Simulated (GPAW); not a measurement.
Write an ASE script for GPAW 26.7.0 that does the following.

| Item | Value |
| --- | --- |
| Task | relaxation of cell and atoms |
| Functional | PBE |
| Potentials or basis | GPAW PAW data sets (gpaw-data 1.2.1) |
| Cutoff | 600 eV |
| Basis | pw |
| k mesh | 11 × 11 × 11 |
| Occupations | fermi-dirac, width 0.05 eV |
| Spin | no spin polarisation |
| Maxiter | 150 |
| Optimizer | LBFGS |
| Fmax | 0.01 eV/Å |
| Max steps | 60 |
| Convergence | density=1e-05 forces=0.0001 |

The structure of Ag lies in POSCAR:

```
Ag
1.0
    0.0000000000      2.0427500000      2.0427500000
    2.0427500000      0.0000000000      2.0427500000
    2.0427500000      2.0427500000      0.0000000000
Ag
1
Direct
    0.0000000000      0.0000000000      0.0000000000
```

These files were run (other wordings do the same):

run.py

```python
from ase.filters import FrechetCellFilter
from ase.io import read, write
from ase.optimize import LBFGS
from gpaw import GPAW, PW

atoms = read('POSCAR')

calc = GPAW(mode=PW(600),
            xc='PBE',
            kpts={'size': (11, 11, 11), 'gamma': True},
            occupations={'name': 'fermi-dirac', 'width': 0.05},
            nbands=18,
            convergence={'density': 1e-05, 'forces': 0.0001},
            maxiter=150,
            txt='gpaw.txt')
atoms.calc = calc
opt = LBFGS(FrechetCellFilter(atoms), trajectory='relax.traj', logfile='-')
done = opt.run(fmax=0.01, steps=60)
calc.write('gs.gpw')
write('result.traj', atoms)
print('Converged:', done)
print('Cell:', atoms.cell.cellpar().round(4))
print('Volume:', round(atoms.get_volume(), 4))
print(atoms.get_scaled_positions().round(5))
```

Potentials or basis: GPAW PAW data sets (gpaw-data 1.2.1), pw.

The run is started by

```console
$ OMP_NUM_THREADS=1 python run.py
```

It gave:

* Relaxed volume: 17.78 Å³/atom
* Relaxed cell: a = 2.930 Å, b = 2.930 Å, c = 2.930 Å, α = 60.00°, β = 60.00°, γ = 60.00°
* Space group after relaxing (to 0.05 Å): Fm-3m (No. 225)
* Energy gained by relaxing: 9.1 meV/atom
* Ionic steps: 4
* Pressure after relaxing: 0.0 GPa
* Band gap on the k mesh: none (metal or under the smearing width)

Caveat: later steps reuse the first step's grids.

It took 41 s on 1 thread of Arm Neoverse V2, on a shared host, peak memory 0.18 GiB.
